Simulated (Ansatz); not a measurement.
## Relativity in HgTe

```
CELL_PARAMETERS angstrom
0.00000 3.22350 3.22350
3.22350 0.00000 3.22350
3.22350 3.22350 0.00000
ATOMIC_POSITIONS crystal
Hg 0.00000 0.00000 0.00000
Te 0.75000 0.75000 0.75000
```

Atom numbers follow the list: Hg1, Te2.

The cell is COD entry 1539232, as deposited and not checked against the literature; nothing was relaxed.

One fixed cell is solved with PBE by all-electron LAPW in Ansatz 0.2.0 under different relativistic treatments. Pressure is positive in compression.

Numerical set-up: a Γ-centred 9×9×9 k mesh, Fermi–Dirac smearing of 0.05 eV, basis error target 0.5 meV/atom, no spin polarisation.

Task: Order the settings by the pressure that they give at this fixed cell, lowest first.
A. non-relativistic
B. scalar-relativistic
C. with spin–orbit coupling

Result: C (3.62 GPa), B (4.07 GPa), A (9.86 GPa).

```csv
setting,P (GPa),gap over the k mesh and a high-symmetry path (eV),"lowest level at Γ above −25 eV, from the valence-band top or, without a gap, the Fermi level (eV)"
scalar-relativistic,4.07,none,-12.10
non-relativistic,9.86,1.75,-10.66
with spin–orbit coupling,3.62,none,-12.32
```
